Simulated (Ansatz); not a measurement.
# Sn2Ge: from a guess to a relaxed structure

The task: take a trial cell of Sn2Ge to zero force and stress, then test the end with a random kick.

Program: Ansatz 0.2.0. Level of theory: DFT PBE, scalar-relativistic, plane waves, PAW. These are calculated values, not measurements.

### 1 Starting point

The structure is trigonal, space group P-3m1 (No. 164). Conventional cell: a = 4.499 Å, b = 4.499 Å, c = 11.063 Å, α = 90.00°, β = 90.00°, γ = 120.00°. Around Sn (site symmetry 3m) lie 3 Ge at 2.74 Å and 1 Sn at 2.89 Å. Sn (site symmetry 3m) is surrounded by 1 Ge at 2.69 Å and 3 Sn at 2.81 Å. Around Ge (site symmetry 3m) lie 4 Sn at 2.69 to 2.74 Å.

Structure file:

```
Sn Ge
1.0
     4.49931    0.00000    0.00000
    -2.24965    3.89652    0.00000
     0.00000    0.00000   11.06314
Sn Ge
4 2
Cartesian
  0.0000 0.0000 4.0856
  0.0000 2.5977 0.5419
  2.2497 1.2988 10.5212
  0.0000 0.0000 6.9776
  2.2497 1.2988 7.8344
  0.0000 2.5977 3.2288
```

The start is the relaxed end of an invented cell (made as: elements ordered on the sites of the Sn type, Ge/Sn on Sn (P-3m1, No. 164)), taken up again for a closer look.

### 2 A first look at the guess

Input file input.yaml:

```yaml
crystal:
  lattice:
    - [4.4993082, 0.0, 0.0]
    - [-2.2496541, 3.8965152, 0.0]
    - [0.0, 0.0, 11.0631436]
  atoms:
    - { symbol: Sn, position: [0.0, 0.0, 0.369294] }
    - { symbol: Sn, position: [0.3333333, 0.6666667, 0.048985] }
    - { symbol: Sn, position: [0.6666667, 0.3333333, 0.951015] }
    - { symbol: Sn, position: [0.0, 0.0, 0.630706] }
    - { symbol: Ge, position: [0.6666667, 0.3333333, 0.708152] }
    - { symbol: Ge, position: [0.3333333, 0.6666667, 0.291848] }
basis:
  ecutwfc: 420
kpoints:
  mp_grid: { grid: [6, 6, 2] }
hamiltonian:
  xc: pbe
scf:
  occupations: { method: gaussian, width: 0.1 }
  lower_state_search: "off"
output:
  forces: true
  stress: true
  eigenvalues: true
```

On the command line:

```bash
$ ansatz run input.yaml --threads 4 --pin off --max-ram 8192MiB --backend cpu --events-out ev --progress --plain --runs-dir out
```

Log, shortened:

```text
Warning: RAYON_NUM_THREADS=4 ignored (pool sized by the plan → 4); use --threads N
[...]
Pseudopotentials: kind: paw
Pseudopotential: Sn, paw, valence charge 14, recommended cutoff 420 eV (normal), Sn.paw.azcp
Pseudopotential: Ge, paw, valence charge 14, recommended cutoff 420 eV (normal), Ge.paw.azcp
Functional definition: PBE
[...]
Crystal: 6 atoms, lattice volume = 193.955 Å³
Basis set: ecut = 420 eV, 3787 PW (Γ), exchange–correlation on 64×64×150 points (8 copies of the dense FFT grid, shifted against one another)
Bands: 51, of which v1, the nominal top of the filled ones, is band 42 counted from 1 (41 counted from 0)
Symmetry: 12 space group operations
Space group: P-3m1 (ITA 164), of the structure as read, at distance tolerance 5.8e-5 Å
k-points: 14 of 72
[...]
SCF iter   1: F=—  HF=-32686.542268 eV  |F-HF|=—  |Δ(HF+E_count)|=         —  Δρ=1.03e-3  dr2=5.84e-3  ethr=1.77e-3  ⟨swp⟩=7.0  Hψ=2919  notcnv=0  defer=1
[...]
SCF iter   6: F=-32686.540544 eV  HF=-32686.540544 eV  |F-HF|=1.24e-8  |Δ(HF+E_count)|=   1.19e-6  Δρ=5.19e-6  dr2=7.71e-8  ethr=1.19e-10  ⟨swp⟩=9.2  Hψ=3729  notcnv=0
[...]
SCF converged after 6 iterations
Free energy (F): -32686.540544 eV
[...]
E sigma→0 (E₀):  -32686.538081 eV
Entropy (-TS):   -0.004926 eV (-0.821 meV/atom)
Fermi energy:    7.080752 eV
[...]
--- Forces (eV/Å), atoms counted from 1 ---
  atom   1  Sn    -0.00000000    -0.00000000    -0.07689556
  atom   2  Sn     0.00000000    -0.00000000     0.06472352
  atom   3  Sn    -0.00000000     0.00000000    -0.06472352
  atom   4  Sn     0.00000000     0.00000000     0.07689556
  atom   5  Ge     0.00000000    -0.00000000    -0.06992647
  atom   6  Ge     0.00000000     0.00000000     0.06992647
[...]
--- Stress (GPa, compression-positive) ---
        0.187567       0.000000       0.000000
       -0.000000       0.187567       0.000000
        0.000000      -0.000000      -0.018827
  P = ⅓ Tr σ = 0.1188 GPa (1.188 kbar)
--- Band table (eV; the first three rows and the last of 14) ---
[...]
```

Run time: 1.5 s. Hardware: 4 threads of Intel Xeon Platinum 8488C (Sapphire Rapids), shared host; peak memory 0.68 GiB.

From the probe: pressure 0.1 GPa, largest force 0.08 eV/Å, gap on this mesh none (metal). The coarse relaxation is skipped.

### 3 Final relaxation

input.yaml: that of step 2 with these lines changed.

```diff
@@ -15,3 +15,3 @@
 kpoints:
-  mp_grid: { grid: [6, 6, 2] }
+  mp_grid: { grid: [12, 12, 4] }
 hamiltonian:
@@ -20,3 +20,2 @@
   occupations: { method: gaussian, width: 0.1 }
-  lower_state_search: "off"
 output:
@@ -25 +24,6 @@
   eigenvalues: true
+relax:
+  adjacent_minimum: "off"
+  f_tol: 0.01
+  max_steps: 80
+  cell: { stress_tol: 0.05 }
```

On the command line:

```bash
$ ansatz run input.yaml --threads 4 --pin off --max-ram 8192MiB --backend cpu --events-out ev --progress --plain --runs-dir out
```

Log, shortened:

```text
Warning: RAYON_NUM_THREADS=4 ignored (pool sized by the plan → 4); use --threads N
[...]
[... 4 set-up lines as earlier in the session ...]
[...]
Crystal: 6 atoms, lattice volume = 193.955 Å³
Basis set: ecut = 420 eV, 3787 PW (Γ), exchange–correlation on 64×64×150 points (8 copies of the dense FFT grid, shifted against one another)
Bands: 51, of which v1, the nominal top of the filled ones, is band 42 counted from 1 (41 counted from 0)
[... 2 set-up lines as earlier in the session ...]
k-points: 69 of 576
[...]
SCF iter   1: F=—  HF=-32686.573129 eV  |F-HF|=—  |Δ(HF+E_count)|=         —  Δρ=1.33e-3  dr2=2.09e-2  ethr=1.77e-3  ⟨swp⟩=7.5  Hψ=14430  notcnv=0  defer=1
[...]
        0.002577       0.000000       0.000000
        0.000000       0.002577       0.000000
        0.000000       0.000000       0.043019
  P = ⅓ Tr σ = 0.0161 GPa (0.161 kbar)
--- Band table (eV; the first three rows and the last of 69) ---
[...]
--- Relaxed structure (1 steps of the walk, 1 accepted, 1 SCFs on fresh bases) ---
  F+E_penalty+E_count = -32686.56727147 eV   max|allowed force component| = 1.287e-3 eV/Å   (the final SCF, on the basis selected at the relaxed cell)
  cell:  # Å, volume = 193.9549 Å³
    - [4.499308199621469, 0.0, 0.0]
    - [-2.2496540998107344, 3.896515200327818, 0.0]
    - [0.0, 0.0, 11.0631436]
  atoms:
    - { symbol: Sn, position: [0.0, 0.0, 0.369294] }
    - { symbol: Sn, position: [0.3333333333333333, 0.6666666666666666, 0.04898500000000001] }
    - { symbol: Sn, position: [0.6666666666666666, 0.3333333333333333, 0.9510150000000002] }
    - { symbol: Sn, position: [0.0, 0.0, 0.6307060000000001] }
    - { symbol: Ge, position: [0.6666666666666666, 0.3333333333333333, 0.708152] }
    - { symbol: Ge, position: [0.3333333333333333, 0.6666666666666666, 0.291848] }
```

It took 14 s on 4 threads of Intel Xeon Platinum 8488C (Sapphire Rapids), shared host; peak memory 0.96 GiB.

Step by step:

| step | E - E(step 1) (eV/cell) | largest force component (eV/Å) | pressure (GPa) | volume (Å³) |
| --- | --- | --- | --- | --- |
| 1 | 0.0000 | 0.0013 | 0.02 | 193.95 |
| 2 | 0.0000 | 0.0013 | 0.02 | 193.95 |

Step 1 is the start. Step 2 repeats the geometry before it on a plane-wave basis chosen anew for that cell, so its energy need not be comparable with the rows above.

|  | before | after | change |
| --- | --- | --- | --- |
| a (Å) | 4.499 | 4.499 | 0.0 % |
| b (Å) | 4.499 | 4.499 | 0.0 % |
| c (Å) | 11.063 | 11.063 | 0.0 % |
| volume (Å³/atom) | 32.33 | 32.33 | 0.0 % |
| shortest distance (Å) | 2.687 | 2.687 | 0.0 % |
| space group (0.01 Å) | P-3m1 | P-3m1 | same |

The run keeps the 12 symmetry operations of the start, so it could not have lowered the symmetry.

### 4 Changed: mp_grid.shift [0.5, 0.5, 0.5], occupations.method tetrahedron, width left out

Input file input.yaml:

```yaml
crystal:
  lattice:
    - [4.4993081996, 0.0, 0.0]
    - [-2.2496540998, 3.8965152003, 0.0]
    - [0.0, 0.0, 11.0631436]
  atoms:
    - { symbol: Sn, position: [0.0, 0.0, 0.369294] }
    - { symbol: Sn, position: [0.3333333333, 0.6666666667, 0.048985] }
    - { symbol: Sn, position: [0.6666666667, 0.3333333333, 0.951015] }
    - { symbol: Sn, position: [0.0, 0.0, 0.630706] }
    - { symbol: Ge, position: [0.6666666667, 0.3333333333, 0.708152] }
    - { symbol: Ge, position: [0.3333333333, 0.6666666667, 0.291848] }
basis:
  ecutwfc: 420
kpoints:
  mp_grid: { grid: [12, 12, 4], shift: [0.5, 0.5, 0.5] }
hamiltonian:
  xc: pbe
scf:
  occupations: { method: tetrahedron }
output:
  forces: true
  eigenvalues: true
  stress: true
```

On the command line:

```bash
$ ansatz run input.yaml --threads 4 --pin off --max-ram 8192MiB --backend cpu --events-out ev --progress --plain --runs-dir out
```

Log, shortened:

```text
Warning: output.forces, output.stress, relax.cell or npt_langevin: where a Kohn–Sham band that disperses or a degenerate level is filled in part under the method tetrahedron, the forces or the stress that this run publishes need not agree with its energy (scf.occupations.method in the [...]
Warning: crystal.symmetry: narrowed to the stabiliser of the k-point mesh — unitary ops 12 → 4; excluded 8 operations that carry a point of the 12×12×4 mesh (shift [0.5, 0.5, 0.5]) off the mesh (the run samples exactly the mesh kpoints.mp_grid names, as under crystal.symmetry.detect: [...]
Warning: RAYON_NUM_THREADS=4 ignored (pool sized by the plan → 4); use --threads N
[...]
[... 4 set-up lines as earlier in the session ...]
[...]
Crystal: 6 atoms, lattice volume = 193.955 Å³
Basis set: ecut = 420 eV, 3787 PW (Γ), exchange–correlation on 64×64×150 points (8 copies of the dense FFT grid, shifted against one another)
[...]
SCF iter  10: F=-32686.560735 eV  HF=-32686.560735 eV  |F-HF|=1.21e-8  |Δ(HF+E_count)|=   5.85e-7  Δρ=3.50e-6  dr2=7.21e-8  ethr=1.19e-10  ⟨swp⟩=7.1  Hψ=37442  notcnv=0
[...]
SCF converged after 10 iterations
Stability not checked: this state was not tested for a lower state beside it, because cold or Methfessel-Paxton smearing, or corrected tetrahedra, fill the levels in a way that the test cannot read (fill_not_monotonic; see scf.lower_state_search)
Free energy (F): -32686.560735 eV
[...]
E sigma→0 (E₀):  -32686.560735 eV
Entropy (-TS):   -0.000040 eV (-0.007 meV/atom)
Fermi energy:    7.271770 eV
[...]
--- Forces (eV/Å), atoms counted from 1 ---
  atom   1  Sn     0.00091099    -0.00052596    -0.01235836
  atom   2  Sn     0.02157145    -0.01245428    -0.03541229
  atom   3  Sn    -0.02157145     0.01245428     0.03541229
  atom   4  Sn    -0.00091099     0.00052596     0.01235836
  atom   5  Ge     0.00222652    -0.00128548    -0.00884734
  atom   6  Ge    -0.00222652     0.00128548     0.00884734
[...]
--- Stress (GPa, compression-positive) ---
        0.024279      -0.016337       0.019272
       -0.016337       0.005415      -0.011127
        0.019272      -0.011127      -0.072298
  P = ⅓ Tr σ = -0.0142 GPa (-0.142 kbar)
--- Band table (eV; the first three rows and the last of 156) ---
[...]
```

Wall time 18 s (4 threads of Intel Xeon Platinum 8488C (Sapphire Rapids), shared host); peak memory 1.3 GiB.

| run | ending | energy change | pressure (GPa) | gap (eV) | force (eV/Å) | cycles | time |
| --- | --- | --- | --- | --- | --- | --- | --- |
| step 3 | converged | 0 | 0.0 | 0.00 | 0.00 | - | 14 s |
| variant | converged | +0.8 meV/atom (σ→0) | 0.0 | 0.00 | 0.04 | 10 | 18 s |

Changing the k-point mesh and smearing moves the energy by +0.8 meV/atom (σ→0 values), and the largest force goes from 0.00 to 0.04 eV/Å. More than one kind of setting changed, and this run alone doesn't tell their shares apart.

### 5 Kick test: the unmoved cell on a coarse mesh

Input file input.yaml:

```yaml
crystal:
  lattice:
    - [4.4993081996, 0.0, 0.0]
    - [0.0, 7.7930304007, 0.0]
    - [0.0, 0.0, 11.0631436]
  atoms:
    - { symbol: Sn, position: [0.0, 0.0, 0.369294] }
    - { symbol: Sn, position: [0.5, 0.5, 0.369294] }
    - { symbol: Sn, position: [0.0, 0.3333333333, 0.048985] }
    - { symbol: Sn, position: [0.5, 0.8333333333, 0.048985] }
    - { symbol: Sn, position: [0.5, 0.1666666667, 0.951015] }
    - { symbol: Sn, position: [0.0, 0.6666666667, 0.951015] }
    - { symbol: Sn, position: [0.0, 0.0, 0.630706] }
    - { symbol: Sn, position: [0.5, 0.5, 0.630706] }
    - { symbol: Ge, position: [0.5, 0.1666666667, 0.708152] }
    - { symbol: Ge, position: [0.0, 0.6666666667, 0.708152] }
    - { symbol: Ge, position: [0.0, 0.3333333333, 0.291848] }
    - { symbol: Ge, position: [0.5, 0.8333333333, 0.291848] }
basis:
  ecutwfc: 420
kpoints:
  mp_grid: { grid: [6, 4, 2] }
hamiltonian:
  xc: pbe
scf:
  occupations: { method: gaussian, width: 0.2 }
  lower_state_search: "off"
output:
  forces: true
  stress: true
  eigenvalues: true
```

On the command line:

```bash
$ ansatz run input.yaml --threads 4 --pin off --max-ram 8192MiB --backend cpu --events-out ev --progress --plain --runs-dir out
```

Log, shortened:

```text
[...]
SCF converged after 7 iterations
Free energy (F): -65373.143945 eV
[...]
E sigma→0 (E₀):  -65373.127270 eV
Entropy (-TS):   -0.033351 eV (-2.779 meV/atom)
Fermi energy:    7.169876 eV
[...]
--- Forces (eV/Å), atoms counted from 1 ---
  atom   1  Sn    -0.00000000    -0.01188626    -0.05183744
  atom   2  Sn    -0.00000000    -0.01188626    -0.05183744
  atom   3  Sn    -0.00000000    -0.00308196     0.05491303
  atom   4  Sn    -0.00000000    -0.00308196     0.05491303
  atom   5  Sn    -0.00000000     0.00308196    -0.05491303
  atom   6  Sn    -0.00000000     0.00308196    -0.05491303
  atom   7  Sn     0.00000000     0.01188626     0.05183744
  atom   8  Sn     0.00000000     0.01188626     0.05183744
[...]
--- Stress (GPa, compression-positive) ---
        0.211888       0.000000       0.000000
        0.000000       0.123300       0.016962
        0.000000       0.016962      -0.022246
  P = ⅓ Tr σ = 0.1043 GPa (1.043 kbar)
--- Band table (eV; the first three rows and the last of 24) ---
[...]
```

Wall time 11 s (4 threads of Intel Xeon Platinum 8488C (Sapphire Rapids), shared host); peak memory 1.6 GiB.

The cell holds 12 atoms, 2 times the relaxed one.

[end of part 1 of 2]
